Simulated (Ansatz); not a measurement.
Li3N:
Space group P6/mmm (No. 191); a = b = 3.6344 Å, c = 3.8648 Å, α = β = 90.00°, γ = 120.00°

```
atom  site  symmetry       x       y       z
----  ----  --------  ------  ------  ------
Li      1b     6/mmm  0.0000  0.0000  0.5000
Li      2c      -6m2  0.3333  0.6667  0.0000
N       1a     6/mmm  0.0000  0.0000  0.0000
```

Relaxed with PBE. 

Task: HSE06 on this cell (Ansatz, a first-principles code, PAW) gives a gap of 1.96 eV. What does PBE give?

Result: 1.06 eV.

Cost on shared cores: the PBE run (SCF on a 9×9×7 mesh, then bands and DOS) around 8 core-seconds (rough), the HSE06 run (SCF on 7×7×5, then a few points) around 2.0 core-minutes (rough); the tasks are unlike.

Symmetry was held in the PBE relaxation. At this level the phase is dynamically unstable (imaginary phonons).

Potentials: the later of the program's two PAW sets.

Ansatz is a plane-wave DFT program.
